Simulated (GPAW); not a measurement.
Runs of GPAW 26.7.0 on SiNi3. It takes space group Pm-3m (No. 221, cubic). Conventional cell: a = 3.542 Å, b = 3.542 Å, c = 3.542 Å, α = 90.00°, β = 90.00°, γ = 90.00°. Ni (site symmetry 4/mmm) is surrounded by 8 Ni at 2.50 Å and 4 Si at 2.50 Å. Si (site symmetry m-3m) has 12 Ni at 2.50 Å as nearest neighbours. 

| task | level | potentials or basis | band path | band points | pressure (GPa) | moment (μB) |
| --- | --- | --- | --- | --- | --- | --- |
| band structure | PW91 | PAW data sets generated in the run's folder for this functional, pw | GXMGRX,MR | 60 | (a) | 0.00 |
| band structure | RPBE | the program's PAW data sets (release 1.2.1) made for this functional, pw | GXMGRX,MR | 100 | 0.8 | 0.00 |
| band structure | revPBE | the program's PAW data sets (release 1.2.1) made for this functional, pw | GXMGRX,MR | 60 | -0.6 | 0.00 |
| band structure | r2SCAN | GPAW PAW data sets (gpaw-data 1.2.1), pw | GXMGRX,MR | 100 | (b) | 0.26 |

Alike in all rows: spin collinear, ferromagnetic start; cell as given; k mesh 5 × 5 × 5; cutoff (eV) 600; smearing fermi-dirac 0.05 eV.

**Question.** Estimate the missing entries.

**Answer.** (a) -4.3; (b) -10.5.

Caveats: the stock nickel data set gives pressures a few GPa off other programs; the PAW data sets were made with another functional, which shifts forces and pressure a little (some runs).
